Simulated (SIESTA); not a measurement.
# CuCl2 under changes of volume

One of the cells (46.505 Å³/atom); the others are scaled copies at fixed shape and fractional positions:

```
Cu Cl
1.0
    -2.25486    2.25486    6.85990
     2.25486   -2.25486    6.85990
     2.25486    2.25486   -6.85990
Cu Cl
1 2
Direct
  0.00000 0.00000 0.00000
  0.00000 0.50000 0.50000
  0.50000 0.00000 0.50000
```

Measurements of this composition are mostly on another form, of space group No. 12.

```yaml
Program: SIESTA 5.4.2
Functional: LDA
Potentials_or_basis: PseudoDojo 0.4 standard (LDA files)
Basis: DZP (energy shift 0.003 Ry; two zetas on semicore shells)
Grid_cutoff: 800 Ry
Energy_shift: 0.003 Ry
k_mesh: 8 × 8 × 8
Occupations: fermi-dirac, width 0.05 eV
Spin: no spin polarisation
```

| volume (Å³/atom) | energy over the lowest point (meV/atom) | pressure (GPa) |
| --- | --- | --- |
| 43.714 | 0.00 | 0.3 |
| 44.644 | 0.05 | -0.3 |
| 45.574 | 3.40 | -0.8 |
| 46.505 | 9.64 | -1.3 |
| 47.435 | 18.45 | -1.7 |
| 48.365 | 29.52 | -2.1 |
| 49.295 | ? | ? |

Problem. What does the run at 49.295 Å³/atom give?

Solution. Energy over the lowest point 42.57 meV/atom; pressure -2.4 GPa.

Worked out: A Birch-Murnaghan fit of order 3 (a polynomial in V^(-2/3)) to the other rows has its minimum at 44.16 Å³/atom with B0 = V·E''(V) = 29 GPa and B' = 4.9 at fixed shape and positions, which overstates the stiffness. It gives 42.59 meV/atom at 49.295 Å³/atom, against the run's 42.57, and -dE/dV = -2.4 GPa, against -2.4.

Energies are extrapolated to zero smearing.

Caveats: short orbitals over semicore shells can move pressures by several GPa; the basis of atomic orbitals isn't converged, which shifts pressures, moduli and gaps; an odd number of electrons without spin polarisation forces a metal; a magnetic or distorted state may lie lower; the run has no spin polarisation, though such a crystal can be magnetic.
